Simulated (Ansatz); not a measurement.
# Nickel, simple cubic under revPBE: ground state and equation of state, part 2 of 2

Aim: take nickel in the simple cubic structure, relax it, solve it on a dense k-mesh, then scale the cell to 7 volumes from 88 to 112 % of the relaxed one and try a fit of the equation of state. The start is antiferromagnetic (G-type). The k-meshes are 12×12×12 for the relaxation; 19×19×19 for the dense run; 13×13×13 for the volumes.

Ansatz 0.2.0; DFT, revPBE, plane waves (420 eV) with PAW, scalar-relativistic. The steps go on from the part before.

## 7. The cell scaled to 100 % of its volume

This is Ni in the simple cubic structure; at room conditions it is fcc.

input.yaml

```yaml
crystal:
  lattice:
    - [0.0, 2.3421387794, 2.3421387794]
    - [2.3421387794, 0.0, 2.3421387794]
    - [2.3421387794, 2.3421387794, 0.0]
  atoms:
    - { symbol: Ni, position: [0.0, 0.0, 0.0], spin: -0.625 }
    - { symbol: Ni, position: [0.5, 0.5, 0.5], spin: -0.625 }
hamiltonian:
  xc: revpbe
  pseudopotentials:
    kind: paw
    azcp:
      Ni: "pseudopotentials/Ni.paw.azcp"
basis:
  ecutwfc: 420
  fft_grid_basis: typed
kpoints:
  mp_grid: { grid: [13, 13, 13], shift: [0, 0, 0] }
magnetization:
  spin_polarized: true
scf:
  occupations: { method: fermi_dirac, width: 0.05 }
  lower_state_search: "off"
output:
  stress: true
  write_density: true
  write_potential: true
  elf: true
  volumetric_format: npy
```

Output:

```text
Warning: RAYON_NUM_THREADS=2 ignored (pool sized by the plan → 2); use --threads N
Engine: ansatz 0.2.0, x86_64-unknown-linux-gnu
Pseudopotentials: kind: paw
Pseudopotential: Ni, paw, valence charge 18, recommended cutoff 420 eV (normal), <dir>
Functional definition: revPBE
  parameter kappa = 1.245
  parameter beta = 0.06672455060314922
  exchange = pbe_x(kappa = kappa, mu = beta*pi^2/3)
  correlation = pbe_c(beta = beta)
Crystal: 2 atoms, lattice volume = 25.696 Å³
Basis set: ecut = 420 eV, 531 PW (Γ)
Bands: 23, of which v1, the nominal top of the filled ones, is band 18 counted from 1 (17 counted from 0)
Symmetry: 96 space group operations
Space group: Pm-3m (ITA 221), of the structure as read, at distance tolerance 3.0e-5 Å
Magnetic group: BNS 221.92 (UNI 1594), of the structure as read, at distance tolerance 3.0e-5 Å
k-points: 84 of 2197
Non-local potential: Ni, projectors of the file, l = 0: 3, l = 1: 2, l = 2: 3, l = 3: 1
PAW form: soft (Blöchl's): semilocal exchange-correlation on the pseudo side does not see the compensation charge
PAW frozen core: Ni, regenerated for the run's functional, and the local potential with it (the file was generated under x = pbe(κ = 0.804, μ = 0.2195149727645171), c = pbe(β = 0.06672455060314922))
PAW one-centre angular grid: Ni, 590 points (default); XC on 64 Gauss nodes
Initial density: superposition of atomic densities (chi_scale 0.1, normalization cell)
Starting moments: Σ|m| = 1.25 μB on 2 of 2 sites
Initial wavefunctions: pseudopotential atomic-orbital guess
Functional: x = revpbe(κ = 1.245, μ = 0.2195149727645171), c = pbe(β = 0.06672455060314922)
SCF iter   1: F=—  HF=-11685.423736 eV  |F-HF|=—  |Δ(HF+E_count)|=         —  Δρ=5.18e-2 (↑5.18e-2 ↓5.15e-2)  dr2=1.62e0  dr2_m=4.38e-3  M=-1.064 μB ∫|m|=1.069 μB  β_m=0.30  ethr=3.10e-3  ⟨swp⟩=5.2  Hψ=14439  notcnv=0
preconditioner: auto → Kerker (q_TF=auto, 2.886 Å⁻¹)  [metal: Δε(μ)=0.011 eV  Ē_g=8.775 eV  σ=0.050 eV  W_gap=0.05  n_scr=14 (ndim 8)  ℏωp=32.8 eV  f_vac=0.000  D(μ)=4.30/eV (n_scr^D=64)]
spin=Collinear: Kerker preconditioning applied to the charge; magnetization (m = ρ↑ − ρ↓) channel mixes plain (no charge-response kernel on spin).
SCF iter   2: F=—  HF=-11685.256566 eV  |F-HF|=—  |Δ(HF+E_count)|=   1.67e-1  Δρ=1.59e-2 (↑1.02e-2 ↓1.59e-2)  dr2=1.19e-1  dr2_m=4.24e-3  M=-1.094 μB ∫|m|=1.114 μB  β_m=0.30  ethr=3.10e-3  ⟨swp⟩=3.0  Hψ=7476  notcnv=0  defer=10
SCF iter   3: F=—  HF=-11685.238776 eV  |F-HF|=—  |Δ(HF+E_count)|=   1.78e-2  Δρ=1.21e-2 (↑6.72e-3 ↓1.21e-2)  dr2=6.98e-2  dr2_m=3.25e-3  M=-1.096 μB ∫|m|=1.126 μB  β_m=1.00  ethr=3.31e-4  ⟨swp⟩=2.0  Hψ=4488  notcnv=0  defer=10
SCF iter   4: F=—  HF=-11685.200996 eV  |F-HF|=—  |Δ(HF+E_count)|=   3.78e-2  Δρ=1.03e-2 (↑1.03e-2 ↓5.00e-3)  dr2=2.37e-2  dr2_m=1.91e-3  M=-1.108 μB ∫|m|=1.166 μB  β_m=1.00  ethr=1.94e-4  ⟨swp⟩=2.3  Hψ=5696  notcnv=0  defer=10
SCF iter   5: F=—  HF=-11685.211560 eV  |F-HF|=—  |Δ(HF+E_count)|=   1.06e-2  Δρ=6.59e-3 (↑6.59e-3 ↓4.65e-3)  dr2=1.43e-2  dr2_m=2.61e-4  M=-1.114 μB ∫|m|=1.183 μB  β_m=1.00  ethr=6.59e-5  ⟨swp⟩=2.0  Hψ=5140  notcnv=0  defer=10
SCF iter   6: F=—  HF=-11685.216894 eV  |F-HF|=—  |Δ(HF+E_count)|=   5.33e-3  Δρ=1.04e-3 (↑1.04e-3 ↓6.40e-4)  dr2=2.98e-4  dr2_m=5.26e-5  M=-1.116 μB ∫|m|=1.189 μB  β_m=0.30  ethr=3.97e-5  ⟨swp⟩=2.2  Hψ=6341  notcnv=0  defer=10
Mixer restart at iter 6: flushing history
spin-set hold released at iteration 6 (site moments contracting): the magnetisation degrees of freedom join the quasi-Newton model from the next iteration; the mixer history was flushed
SCF iter   7: F=—  HF=-11685.218109 eV  |F-HF|=—  |Δ(HF+E_count)|=   1.21e-3  Δρ=1.10e-3 (↑1.10e-3 ↓7.67e-4)  dr2=1.41e-4  dr2_m=1.52e-4  M=-1.122 μB ∫|m|=1.196 μB  β_m=0.64  ethr=8.29e-7  ⟨swp⟩=2.5  Hψ=6843  notcnv=0  defer=10
SCF iter   8: F=—  HF=-11685.219741 eV  |F-HF|=—  |Δ(HF+E_count)|=   1.63e-3  Δρ=1.66e-3 (↑8.17e-4 ↓1.66e-3)  dr2=1.39e-4  dr2_m=3.47e-4  M=-1.143 μB ∫|m|=1.222 μB  β_m=0.82  ethr=3.92e-7  ⟨swp⟩=2.0  Hψ=7187  notcnv=0  defer=10
SCF iter   9: F=—  HF=-11685.220140 eV  |F-HF|=—  |Δ(HF+E_count)|=   3.99e-4  Δρ=2.44e-3 (↑2.44e-3 ↓1.14e-3)  dr2=1.65e-3  dr2_m=1.09e-4  M=-1.159 μB ∫|m|=1.242 μB  β_m=0.46  ethr=3.86e-7  ⟨swp⟩=2.1  Hψ=7541  notcnv=0  defer=10  recentre
SCF iter  10: F=—  HF=-11685.219810 eV  |F-HF|=—  |Δ(HF+E_count)|=   3.29e-4  Δρ=7.45e-4 (↑7.45e-4 ↓2.37e-4)  dr2=3.66e-5  dr2_m=5.44e-5  M=-1.160 μB ∫|m|=1.243 μB  β_m=0.81  ethr=3.86e-7  ⟨swp⟩=2.1  Hψ=7152  notcnv=0  defer=10
SCF iter  11: F=—  HF=-11685.219849 eV  |F-HF|=—  |Δ(HF+E_count)|=   3.85e-5  Δρ=4.71e-4 (↑4.71e-4 ↓2.15e-4)  dr2=6.82e-5  dr2_m=4.27e-6  M=-1.170 μB ∫|m|=1.255 μB  β_m=0.90  ethr=1.02e-7  ⟨swp⟩=2.3  Hψ=5449  notcnv=0  defer=10
SCF iter  12: F=—  HF=-11685.219839 eV  |F-HF|=—  |Δ(HF+E_count)|=   9.64e-6  Δρ=5.24e-5 (↑5.24e-5 ↓3.97e-5)  dr2=8.90e-7  dr2_m=4.71e-8  M=-1.173 μB ∫|m|=1.258 μB  β_m=0.95  ethr=1.02e-7  ⟨swp⟩=2.0  Hψ=5390  notcnv=0  defer=10
iter 13 did not close the SCF: its close was put off for a magnetic moment that had not settled (scf_convergence_deferred on its scf_iter line)
SCF iter  13: F=-11685.219840 eV  HF=-11685.219840 eV  |F-HF|=8.93e-9  |Δ(HF+E_count)|=   5.99e-7  Δρ=1.66e-5 (↑1.01e-5 ↓1.66e-5)  dr2=5.04e-8  dr2_m=2.54e-8  M=-1.172 μB ∫|m|=1.258 μB  β_m=0.98  ethr=2.78e-10  ⟨swp⟩=8.6  Hψ=27733  notcnv=0
SCF iter  14: F=-11685.219840 eV  HF=-11685.219840 eV  |F-HF|=2.85e-9  |Δ(HF+E_count)|=   2.99e-8  Δρ=4.07e-6 (↑4.07e-6 ↓1.84e-6)  dr2=6.77e-9  dr2_m=4.94e-10  M=-1.173 μB ∫|m|=1.258 μB  ethr=1.40e-10  ⟨swp⟩=5.2  Hψ=22175  notcnv=0
SCF 1 converged in 14 iterations: F = -11685.219840 eV  dr2 = 6.77e-9
SCF converged after 14 iterations
Magnetization: -1.1726 μB (17.4137 up, 18.5863 down)
Absolute magnetization: 1.2586 μB (∫|ρ↑−ρ↓|, with the PAW one-centre terms)
Spin contamination: 0.0075 ħ² per cell (⟨S²⟩ above its minimum at these occupations)
Per-site moments (μB) at R_I (Å): [(-0.605457071558517, 0.9661322465025001), (-0.605457071558517, 0.9661322465025001)]
Free energy (F): -11685.219840 eV
Harris-Foulkes:  -11685.219840 eV  (|F-HF|=2.85e-9)
Internal energy: -11685.187103 eV  (E = F + TS)
E sigma→0 (E₀):  -11685.203472 eV
Entropy (-TS):   -0.032736 eV (-16.368 meV/atom)
Fermi energy:    14.782439 eV
--- Per-component energies (eV) ---
  E_band       = -681.107114
  E_kinetic    = 563.645503
  E_local      = -7623.360055  (includes V_loc(G=0)·N_el)
  E_nonlocal   = 1278.288946
  E_hartree    = 3188.402987
  E_xc         = -167.272528
  E_vxc        = -215.310184  (∫ρ·V_xc dr)
  E_paw        = -3273.000441  (= ΣΔE_a)
  E_vpaw       = -1061.186431  (= ΣTr[D̂ρ^β])
  E_aug_tail   = 0.001020  (compensation charges beyond the density's cutoff)
  E_ewald      = -5651.829572
  E_core_change = -0.062964  (= ΣΔE_core)
  E_smearing   = -0.032736  (= −TS)
  E_closure    = -0.000000  (closes the sum)
  Σ components = -11685.219840   (vs F -11685.219840, Δ=0.00e0)
--- Stress (GPa, compression-positive) ---
        1.020562      -0.000000       0.000000
        0.000000       1.020562       0.000000
       -0.000000      -0.000000       1.020562
  P = ⅓ Tr σ = 1.0206 GPa (10.206 kbar)
--- Band table (eV; the first three rows and the last of 168) ---
  k-point 0 ↑: bands = ["-87.9473", "-87.8729", "-48.3557", "-48.3557", "-48.3557", "-48.1785", "-48.1785", "-48.1785", "6.8385", "11.7117", "11.7117", "12.0857", "12.0857", "12.0857", "15.0724", "15.0724", "15.0724", "15.7833", "15.7833", "26.4006", "26.4006", "26.4006", "28.3386"]
  k-point 1 ↑: bands = ["-87.9462", "-87.8739", "-48.3535", "-48.3532", "-48.3532", "-48.1815", "-48.1812", "-48.1812", "6.9683", "11.7494", "11.7494", "12.0751", "12.1350", "12.1350", "15.0345", "15.0431", "15.0431", "15.6938", "15.6938", "25.3569", "26.3774", "26.3774", "28.2220"]
  k-point 2 ↑: bands = ["-87.9430", "-87.8770", "-48.3470", "-48.3459", "-48.3459", "-48.1903", "-48.1890", "-48.1890", "7.3532", "11.8623", "11.8623", "12.0468", "12.2785", "12.2785", "14.9285", "14.9548", "14.9548", "15.4411", "15.4411", "23.2119", "26.3434", "26.3434", "28.3470"]
  k-point 83 ↓: bands = ["-88.6466", "-88.6429", "-49.1061", "-49.1059", "-49.0017", "-48.9765", "-48.8750", "-48.8743", "11.3202", "11.4135", "11.6651", "11.7096", "12.7001", "13.1400", "13.4105", "13.4488", "13.9133", "14.0289", "16.1134", "17.1495", "18.6620", "18.9772", "30.6536"]
```

Run time: 7 s. Hardware: 2 threads of an x86-64 CPU, shared host; peak memory 0.39 GiB.

Density in a lattice plane of the grid's cell (edges 3.31 and 3.31 Å, at 0.000 of the third edge), which holds Ni. It is the smooth density of the valence electrons, not physical close to the nuclei.

Values in e/Å³, 12 rows by 12 columns:
```
31.76 28.13  9.22  1.74  0.43  0.22  0.17  0.16  0.22  0.44  2.05 11.40
 6.40  9.22  5.48  1.69  0.49  0.24  0.18  0.16  0.18  0.24  0.53  2.05
 0.96  1.74  1.69  0.89  0.41  0.23  0.18  0.16  0.16  0.18  0.24  0.44
 0.30  0.43  0.49  0.41  0.29  0.21  0.18  0.16  0.16  0.16  0.18  0.22
 0.19  0.22  0.24  0.23  0.21  0.19  0.17  0.16  0.16  0.16  0.16  0.16
 0.17  0.17  0.18  0.18  0.18  0.17  0.17  0.17  0.18  0.18  0.18  0.17
 0.19  0.16  0.16  0.16  0.16  0.16  0.17  0.19  0.21  0.23  0.24  0.22
 0.30  0.22  0.18  0.16  0.16  0.16  0.18  0.21  0.29  0.41  0.49  0.43
 0.96  0.44  0.24  0.18  0.16  0.16  0.18  0.23  0.41  0.89  1.69  1.74
 6.40  2.05  0.53  0.24  0.18  0.16  0.18  0.24  0.49  1.69  5.48  9.22
31.76 11.40  2.05  0.44  0.22  0.16  0.17  0.22  0.43  1.74  9.22 28.13
60.78 31.76  6.40  0.96  0.30  0.19  0.17  0.19  0.30  0.96  6.40 31.76
```
Columns run along the first of these edges and rows up along the second, over one cell in 12 and 12 even steps from the bottom left corner. Atoms in the plane (fractional): Ni at (0.00, 0.00).

Spin density (up less down) in a lattice plane of the grid's cell (edges 3.31 and 3.31 Å, at 0.000 of the third edge), which holds Ni.

Values in e/Å³, 12 rows by 12 columns:
```
-1.28 -1.12 -0.36 -0.07 -0.01  0.00  0.00  0.00  0.00 -0.01 -0.08 -0.45
-0.25 -0.36 -0.21 -0.07 -0.01  0.00  0.00  0.00  0.00  0.00 -0.01 -0.08
-0.04 -0.07 -0.07 -0.03 -0.01  0.00  0.00  0.00  0.00  0.00  0.00 -0.01
 0.00 -0.01 -0.01 -0.01  0.00  0.00  0.00  0.00  0.00  0.00  0.00  0.00
 0.00  0.00  0.00  0.00  0.00  0.00  0.00  0.00  0.00  0.00  0.00  0.00
 0.00  0.00  0.00  0.00  0.00  0.00  0.00  0.00  0.00  0.00  0.00  0.00
 0.00  0.00  0.00  0.00  0.00  0.00  0.00  0.00  0.00  0.00  0.00  0.00
 0.00  0.00  0.00  0.00  0.00  0.00  0.00  0.00  0.00 -0.01 -0.01 -0.01
-0.04 -0.01  0.00  0.00  0.00  0.00  0.00  0.00 -0.01 -0.03 -0.07 -0.07
-0.25 -0.08 -0.01  0.00  0.00  0.00  0.00  0.00 -0.01 -0.07 -0.21 -0.36
-1.28 -0.45 -0.08 -0.01  0.00  0.00  0.00  0.00 -0.01 -0.07 -0.36 -1.12
-2.51 -1.28 -0.25 -0.04  0.00  0.00  0.00  0.00  0.00 -0.04 -0.25 -1.28
```
Columns run along the first of these edges and rows up along the second, over one cell in 12 and 12 even steps from the bottom left corner. Atoms in the plane (fractional): Ni at (0.00, 0.00).

## 8. The cell scaled to 104 % of its volume

input.yaml: that of step 7 with these lines changed.

```diff
@@ -2,5 +2,5 @@
   lattice:
-    - [0.0, 2.3421387794, 2.3421387794]
-    - [2.3421387794, 0.0, 2.3421387794]
-    - [2.3421387794, 2.3421387794, 0.0]
+    - [0.0, 2.3729599294, 2.3729599294]
+    - [2.3729599294, 0.0, 2.3729599294]
+    - [2.3729599294, 2.3729599294, 0.0]
   atoms:
@@ -26,5 +26 @@
   stress: true
-  write_density: true
-  write_potential: true
-  elf: true
-  volumetric_format: npy
```

Output (excerpt; [...] marks lines left out):

```text
Warning: RAYON_NUM_THREADS=2 ignored (pool sized by the plan → 2); use --threads N
[...]
Pseudopotentials: kind: paw
Pseudopotential: Ni, paw, valence charge 18, recommended cutoff 420 eV (normal), <dir>
Functional definition: revPBE
[...]
Crystal: 2 atoms, lattice volume = 26.724 Å³
Basis set: ecut = 420 eV, 531 PW (Γ)
Bands: 23, of which v1, the nominal top of the filled ones, is band 18 counted from 1 (17 counted from 0)
Symmetry: 96 space group operations
[...]
Spin contamination: 0.0097 ħ² per cell (⟨S²⟩ above its minimum at these occupations)
Per-site moments (μB) at R_I (Å): [(-0.6732002749310395, 0.9788459708774999), (-0.6732002749310395, 0.9788459708774999)]
Free energy (F): -11685.210863 eV
[...]
E sigma→0 (E₀):  -11685.193081 eV
Entropy (-TS):   -0.035563 eV (-17.781 meV/atom)
Fermi energy:    14.044814 eV
[...]
--- Stress (GPa, compression-positive) ---
       -3.612177      -0.000000       0.000000
       -0.000000      -3.612177      -0.000000
       -0.000000      -0.000000      -3.612177
  P = ⅓ Tr σ = -3.6122 GPa (-36.122 kbar)
```

Run time: 5.3 s. Hardware: 2 threads of an x86-64 CPU, shared host; peak memory 0.38 GiB.

## 9. The cell scaled to 108 % of its volume

input.yaml: that of step 8 with these lines changed.

```diff
@@ -2,5 +2,5 @@
   lattice:
-    - [0.0, 2.3729599294, 2.3729599294]
-    - [2.3729599294, 0.0, 2.3729599294]
-    - [2.3729599294, 2.3729599294, 0.0]
+    - [0.0, 2.4030005859, 2.4030005859]
+    - [2.4030005859, 0.0, 2.4030005859]
+    - [2.4030005859, 2.4030005859, 0.0]
   atoms:
```

Output (excerpt; [...] marks lines left out):

```text
Warning: RAYON_NUM_THREADS=2 ignored (pool sized by the plan → 2); use --threads N
[...]
Pseudopotentials: kind: paw
Pseudopotential: Ni, paw, valence charge 18, recommended cutoff 420 eV (normal), <dir>
Functional definition: revPBE
[...]
Crystal: 2 atoms, lattice volume = 27.752 Å³
Basis set: ecut = 420 eV, 537 PW (Γ)
Bands: 23, of which v1, the nominal top of the filled ones, is band 18 counted from 1 (17 counted from 0)
Symmetry: 96 space group operations
[...]
Spin contamination: 0.0130 ħ² per cell (⟨S²⟩ above its minimum at these occupations)
Per-site moments (μB) at R_I (Å): [(-0.7725199832639617, 0.99123774168375), (-0.7725199832639614, 0.99123774168375)]
Free energy (F): -11685.176103 eV
[...]
E sigma→0 (E₀):  -11685.156875 eV
Entropy (-TS):   -0.038455 eV (-19.228 meV/atom)
Fermi energy:    13.368846 eV
[...]
--- Stress (GPa, compression-positive) ---
       -7.044352      -0.000000       0.000000
        0.000000      -7.044352       0.000000
       -0.000000       0.000000      -7.044352
  P = ⅓ Tr σ = -7.0444 GPa (-70.444 kbar)
```

It took 6.5 s on 2 threads of an x86-64 CPU, shared host; peak memory 0.38 GiB.

## 10. The cell scaled to 112 % of its volume

input.yaml: that of step 9 with these lines changed.

```diff
@@ -2,5 +2,5 @@
   lattice:
-    - [0.0, 2.4030005859, 2.4030005859]
-    - [2.4030005859, 0.0, 2.4030005859]
-    - [2.4030005859, 2.4030005859, 0.0]
+    - [0.0, 2.4323083595, 2.4323083595]
+    - [2.4323083595, 0.0, 2.4323083595]
+    - [2.4323083595, 2.4323083595, 0.0]
   atoms:
```

Output (excerpt; [...] marks lines left out):

```text
Warning: RAYON_NUM_THREADS=2 ignored (pool sized by the plan → 2); use --threads N
[...]
Pseudopotentials: kind: paw
Pseudopotential: Ni, paw, valence charge 18, recommended cutoff 420 eV (normal), <dir>
Functional definition: revPBE
[...]
Crystal: 2 atoms, lattice volume = 28.780 Å³
Basis set: ecut = 420 eV, 537 PW (Γ)
Bands: 23, of which v1, the nominal top of the filled ones, is band 18 counted from 1 (17 counted from 0)
Symmetry: 96 space group operations
[...]
Spin contamination: 0.0157 ħ² per cell (⟨S²⟩ above its minimum at these occupations)
Per-site moments (μB) at R_I (Å): [(-0.8358009550102881, 1.00332719829375), (-0.8358009550102877, 1.00332719829375)]
Free energy (F): -11685.121622 eV
[...]
E sigma→0 (E₀):  -11685.102103 eV
Entropy (-TS):   -0.039037 eV (-19.519 meV/atom)
Fermi energy:    12.738339 eV
[...]
--- Stress (GPa, compression-positive) ---
       -9.891302      -0.000000      -0.000000
       -0.000000      -9.891302      -0.000000
        0.000000      -0.000000      -9.891302
  P = ⅓ Tr σ = -9.8913 GPa (-98.913 kbar)
```

Run time: 4.8 s. Hardware: 2 threads of an x86-64 CPU, shared host; peak memory 0.36 GiB.

## 11. Energy and pressure against volume

All volumes keep the relaxed shape and fractional coordinates.

```tsv
V (Å³/atom)	E − E₀ (meV/atom)	P from the stress (GPa)	P from the fit (GPa)	largest moment (μB)
11.306	107.4	24.43	24.53	0.48
11.820	45.8	14.68	14.50	0.51
12.334	12.0	7.02	6.78	0.55
12.848	0.0	1.02	0.83	0.61
13.362	5.2	-3.61	-3.74	0.67
13.876	23.3	-7.04	-7.25	0.77
14.390	50.7	-9.89	-9.92	0.84
```

A third-order Birch-Murnaghan fit gives V₀ = 12.932 Å³/atom, B₀ = 125 GPa and B₀′ = 5.6; it misses no point by more than 0.23 meV/atom.

Fit and stress differ a little: one follows E(σ → 0), the other the smeared free energy.

## 12. Summary of results

The summary covers parts 1 to 2.

```
                      quantity                                  value
space group (spins left aside)                        Pm-3m (No. 221)
             conventional cell                            a = 2.342 Å
                        volume                         12.848 Å³/atom
             shortest distance                                2.342 Å
               gap on the mesh           none (levels filled in part)
                magnetic state  ferromagnetic, up to 0.62 μB per atom
relative to fcc, ferromagnetic                          +694 meV/atom
                   V₀, B₀, B₀′           12.932 Å³/atom, 125 GPa, 5.6
```

What this shows: From the guessed start the volume grew by 8.7 % in 5 steps. Against the reference form of nickel (fcc, ferromagnetic, computed apart with the same settings) it stands 694 meV/atom higher. The final state is ferromagnetic (largest moment 0.62 μB). That is not the order it started in. Levels at the Fermi energy are filled in part, as in a metal. B₀ comes out at 125 GPa. The symmetry was held, so the structure may be unstable against distortions that break it.
